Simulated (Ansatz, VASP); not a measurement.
**WSe2 in VASP and in Ansatz**

```
CELL_PARAMETERS angstrom
3.18290 0.00000 0.00000
-1.59145 2.75647 0.00000
0.00000 0.00000 16.66114
ATOMIC_POSITIONS crystal
W 0.00000 0.00000 0.99897
Se 0.33333 0.66667 0.10160
Se 0.33333 0.66667 0.90080
```

Change from the starting cell: mode 9 frozen in at -0.020 Å, equal normal strain along x and y -0.0267.

Alike in both runs: task single point; functional PBEsol; k mesh 9 × 9 × 2; occupations gaussian, width 0.05 eV; no spin polarisation.

|  | VASP | Ansatz |
| --- | --- | --- |
| version | VASP 6.6.1 | Ansatz 0.2.0 |
| potentials or method | VASP PAW PBE potentials, release 64 (W_sv, Se) | scalar-relativistic, plane waves, PAW |
| plane-wave cutoff (eV) | 520 | 420 |
| valence electrons in the cell | 26 | 46 |

VASP gave:

- gap on the k mesh at the Fermi level (eV): 1.74
- least direct gap on the mesh (eV): 2.01
- rms of the force components (eV/Å): 0.626

Task: Estimate Ansatz's values.

Result: gap on the k mesh at the Fermi level (eV): 1.74; least direct gap on the mesh (eV): 2.02; rms of the force components (eV/Å): 0.603.

Atom by atom the forces differ by 0.035 eV/Å (rms over components). The two sets of potentials don't hold the same shells in valence. Ansatz warned: «pseudo_functional_mismatch».

Caveats: the PAW data sets were made with another functional, which shifts forces and pressure a little (VASP); spin-orbit coupling is left out, which moves the levels of the heavy elements.
